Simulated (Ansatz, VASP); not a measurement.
This is a calculation of Sr for Ansatz 0.2.0.

File input.yaml:

```yaml
crystal:
  lattice:
    - [0.0, 3.1020190703, 3.1020190703]
    - [3.1020190703, 0.0, 3.1020190703]
    - [3.1020190703, 3.1020190703, 0.0]
  atoms:
    - { symbol: Sr, position: [0.0, 0.0, 0.0] }
kpoints:
  mp_grid: { grid: [8, 8, 8] }
scf:
  occupations: { method: fermi_dirac, width: 0.05 }
hamiltonian:
  xc: lda
  pseudopotentials: { kind: all_electron, lapw: { basis_error: 0.001 } }
output:
  forces: true
  stress: true
  eigenvalues: true
```

Potentials or basis: all-electron LAPW, scalar-relativistic.

Command:

```bash
$ ansatz run input.yaml --threads 1 --pin off --max-ram 3072MiB --backend cpu --events-out ev --progress --plain --runs-dir out
```

Q: Set up the same calculation for VASP 6.6.1. Potentials there: VASP PAW LDA potentials, release 64 (Sr_sv).

A: As run (the cutoff follows the program's own potentials):

Contents of INCAR:

```
SYSTEM = Sr
PREC = Accurate
ENCUT = 520
EDIFF = 1E-6
ISMEAR = -1
SIGMA = 0.05
LREAL = .False.
LASPH = .True.
NELM = 100
ALGO = Normal
ISIF = 2
LWAVE = .False.
LCHARG = .False.
GGA = CA
NBANDS = 11
```

The input KPOINTS:

```
Automatic mesh
0
Gamma
  8 8 8
  0 0 0
```

Contents of POSCAR:

```
Sr
1.0
    0.0000000000      3.1020190703      3.1020190703
    3.1020190703      0.0000000000      3.1020190703
    3.1020190703      3.1020190703      0.0000000000
Sr
1
Direct
    0.0000000000      0.0000000000      0.0000000000
```

Potentials or basis: VASP PAW LDA potentials, release 64 (Sr_sv).

Command:

```sh
$ cat potpaw_LDA.64/Sr_sv/POTCAR > POTCAR
$ mpirun -np 1 vasp_std > vasp.out
```

Both were run:

|  | VASP | Ansatz | Ansatz less VASP |
| --- | --- | --- | --- |
| gap on the k mesh at the Fermi level (eV) | none | none | - |
| pressure (GPa) | -2.0 | -2.0 | +0.01 |

A gap of «none» marks a metal or a gap that the smearing closes. Ansatz ran all-electron here, so the differences hold the error of VASP's frozen core and of both bases.
